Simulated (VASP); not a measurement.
Set up this calculation in VASP 6.6.1, as the native input.

```yaml
Task: single point
Functional: r2SCAN
Potentials_or_basis: VASP PAW PBE potentials, release 64 (I)
Cutoff: 520 eV
k_mesh: 9 × 9 × 9
Occupations: fermi-dirac, width 0.05 eV
Spin: no spin polarisation
Further_INCAR_settings: ALGO = Normal; EDIFF = 1e-06
```

The structure of I lies in POSCAR:

```
I
1.0
   -2.0893754423      2.0893754423      2.0893754423
    2.0893754423     -2.0893754423      2.0893754423
    2.0893754423      2.0893754423     -2.0893754423
I
1
Direct
    0.0000000000      0.0000000000      0.0000000000
```

The real solid is made of molecules; this cell is a model form.

One way to write it, as run:

INCAR

```
PREC     = Accurate       # precision mode
ENCUT    = 520            # plane-wave cutoff, eV
EDIFF    = 1E-6           # SCF threshold, eV
ISMEAR   = -1             # smearing method
SIGMA    = 0.05           # smearing width, eV
LREAL    = F              # projectors in reciprocal space
LASPH    = T              # aspherical terms in the spheres
NELM     = 60             # most SCF steps
ALGO     = Normal         # electronic algorithm
ISIF     = 2              # what is computed and relaxed
LWAVE    = F              # write WAVECAR
LCHARG   = F              # write CHGCAR
METAGGA  = R2SCAN         # meta-GGA
LMIXTAU  = T
```

KPOINTS

```
regular mesh
0
Gamma
  9 9 9
```

Potentials or basis: VASP PAW PBE potentials, release 64 (I).

Command:

```sh
$ cat potpaw_PBE.64/I/POTCAR > POTCAR
$ mpirun -np 1 vasp_std > vasp.out
```

Results of the run:

The pressure is -0.2 GPa. The band gap on the k mesh is none (metal or under the smearing width).

Caveat: the PAW data sets were made with another functional, which shifts forces and pressure a little; an odd number of electrons without spin polarisation forces a metal; a magnetic or distorted state may lie lower.

Wall time 32 s on 1 thread of Intel(R) Xeon(R) Platinum 8488C (Sapphire Rapids), with other jobs on the host, peak memory 0.16 GiB.
